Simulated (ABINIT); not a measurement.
The system is Bi2Se3 (Paraguanajuatite).

```xyz
5
Lattice="2.0715 1.1960 9.5453 -2.0715 1.1960 9.5453 0.0000 -2.3920 9.5453" Properties=species:S:1:pos:R:3 pbc="T T T"
Bi    0.0000    0.0000   17.1587
Bi    0.0000    0.0000   11.4773
Se    0.0000    0.0000   22.5738
Se    0.0000    0.0000    6.0622
Se    0.0000    0.0000    0.0000
```

Base run:

| Item | Value |
| --- | --- |
| Program | ABINIT 10.8.3 (patched build) |
| Functional | PBE |
| Potentials or basis | JTH PAW PBE v2.0 |
| Cutoff | 599 eV |
| k mesh | 8 × 8 × 8 |
| Occupations | fermi-dirac, width 0.05 eV |
| Spin | no spin polarisation |

Its results: band gap on the k mesh 0.22 eV, direct; pressure 2.5 GPa; largest force 0.162 eV/Å.

The run is repeated on the same cell with these changes: functional from PBE to PBEsol. What comes out?

Band gap on the k mesh 0.14 eV, direct; pressure -0.3 GPa; largest force 0.163 eV/Å.

PBEsol binds more tightly than PBE, so the same cell stands under less pressure.

Caveats: spin-orbit coupling is left out, which as a rule narrows the gap of such compounds by several tenths of an eV; the PAW data sets were made with another functional, which shifts forces and pressure a little (some runs).

A k mesh can miss the band edges.

Not every run made on this cell is shown here.
